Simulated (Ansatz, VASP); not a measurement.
## Two plane-wave programs on ZrC

```
Zr C
1.0
     0.00000    2.35574    2.35574
     2.35574    0.00000    2.35574
     2.35574    2.35574    0.00000
Zr C
1 1
Cartesian
  0.0000 0.0000 0.0000
  2.3557 2.3557 2.3557
```

Alike in both runs: functional r2SCAN; k mesh 20 × 20 × 20; occupations gaussian, width 0.1 eV; no spin polarisation.

Ansatz relaxed the structure, and its values are those at the end. VASP's run is a single point on that final structure, the one shown.

|  | VASP | Ansatz |
| --- | --- | --- |
| version | VASP 6.6.1 | Ansatz 0.2.0 |
| potentials or method | VASP PAW PBE potentials, release 64 (Zr_sv, C) | scalar-relativistic, plane waves, PAW |
| plane-wave cutoff (eV) | 520 | 500 |
| valence electrons in the cell | 16 | 16 |

Ansatz gave:

* gap on the k mesh at the Fermi level (eV): none
* pressure (GPa): 0.0

Question: What did VASP give for the same quantities?

Answer: gap on the k mesh at the Fermi level (eV): none; pressure (GPa): 0.2.

A gap of «none» marks a metal or a gap that the smearing closes. With one functional, cell and mesh, what is left measures potentials, basis and numerics.

Caveats: the PAW data sets were made with another functional, which shifts forces and pressure a little (VASP).
